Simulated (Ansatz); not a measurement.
Before relaxation, clean slab, lower half held (Si₂W, I4/mmm (No. 139), (0 0 1) face):

```yaml
crystal:
  lattice:
    - [3.20250, 0.00000, 0.00000]
    - [0.00000, 3.20250, 0.00000]
    - [0.00000, 0.00000, 23.49489]
  atoms:
    - { symbol: Si, position: [0.00000, 0.00000, 0.36178] }
    - { symbol: W, position: [0.50000, 0.50000, 0.41684] }
    - { symbol: Si, position: [0.00000, 0.00000, 0.47189] }
    - { symbol: Si, position: [0.50000, 0.50000, 0.52811] }
    - { symbol: W, position: [0.00000, 0.00000, 0.58316] }
    - { symbol: Si, position: [0.50000, 0.50000, 0.63822] }
```

Method: DFT PBEsol, scalar-relativistic, plane waves, PAW in Ansatz 0.2.0. Plane waves to 420 eV, a k mesh through Γ of 9×9×1 on the computed 6-atom cell and Gaussian smearing (0.10 eV); no spin polarisation. A dipole correction removes the field between periodic images along c.

Atoms 1, 2, 3 (counted from 1) are held. The cell is fixed. Force threshold 0.03 eV/Å.

Problem. Where does it end?

Solution. The energy falls by 0.026 eV in 4 steps, to:

```
CELL_PARAMETERS angstrom
3.20250 0.00000 0.00000
0.00000 3.20250 0.00000
0.00000 0.00000 23.49489
ATOMIC_POSITIONS crystal
Si 0.00000 0.00000 0.36178
W 0.50000 0.50000 0.41684
Si 0.00000 0.00000 0.47189
Si 0.50000 0.50000 0.52567
W 0.00000 0.00000 0.58039
Si 0.50000 0.50000 0.63389
```

Spin–orbit coupling is left out, which can shift energies with elements as heavy as these.